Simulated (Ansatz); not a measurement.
Energy landscape near a Hg structure

Computed with DFT PBEsol, scalar-relativistic, plane waves, PAW in Ansatz 0.2.0.

Cutoff 420 eV; k points 16×16×16 on the computed 1-atom cell (Γ-centred); Gaussian smearing, width 0.10 eV; no spin polarisation.

Reference cell:

```xyz
1
Lattice="-2.0697 2.0697 1.8023 2.0697 -2.0697 1.8023 2.0697 2.0697 -1.8023" Properties=species:S:1:pos:R:3 pbc="T T T"
Hg    0.0000    0.0000    0.0000
```

Each variant moves atoms of this cell by the vectors given, if any (Å), and then applies a symmetric strain (tensor components, Cartesian axes). The reference cell isn't relaxed at this level. Energies are per atom at zero smearing, counted from the lowest variant. Pressure is positive in compression.

1. strain (xx yy zz yz xz xy, %) 6.37 6.37 0.37 0.00 0.00 0.00
2. strain (xx yy zz yz xz xy, %) 2.18 2.18 -3.82 0.00 0.00 0.00
3. strain (xx yy zz yz xz xy, %) -4.44 -4.44 -1.44 0.00 0.00 0.00
4. strain (xx yy zz yz xz xy, %) 3.17 3.17 6.17 0.00 0.00 0.00

Order the variants by energy, lowest first.

3 (0.0 meV/atom), 2 (66.4 meV/atom), 4 (137.9 meV/atom), 1 (141.1 meV/atom).

Order them by pressure, highest first.

1 (-2.69 GPa), 4 (-2.78 GPa), 3 (-2.87 GPa), 2 (-3.13 GPa).

Spin–orbit coupling is left out, which can shift energies with elements as heavy as these.

This form isn't the element's structure at ambient conditions.